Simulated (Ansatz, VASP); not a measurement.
# Al: VASP beside Ansatz

```
CELL_PARAMETERS angstrom
2.81246 0.00000 0.00000
-1.40623 2.43566 0.00000
0.00000 0.00000 4.86685
ATOMIC_POSITIONS crystal
Al 0.66667 0.33333 0.75000
Al 0.33333 0.66667 0.25000
```

This isn't the form of Al at room conditions, which is fcc.

Alike in both runs: task single point; functional LDA; k mesh 14 × 14 × 7; occupations fermi-dirac, width 0.15 eV; no spin polarisation.

|  | VASP | Ansatz |
| --- | --- | --- |
| version | VASP 6.6.1 | Ansatz 0.2.0 |
| potentials or method | VASP PAW LDA potentials, release 64 (Al) | plane waves, PAW |
| plane-wave cutoff (eV) | 520 | 520 |
| valence electrons in the cell | 6 | 6 |

|  | VASP | Ansatz | Ansatz less VASP |
| --- | --- | --- | --- |
| pressure (GPa) | -2.9 | -2.9 | -0.06 |
| largest component of the traceless stress (GPa) | 0.95 | 0.93 | -0.014 |
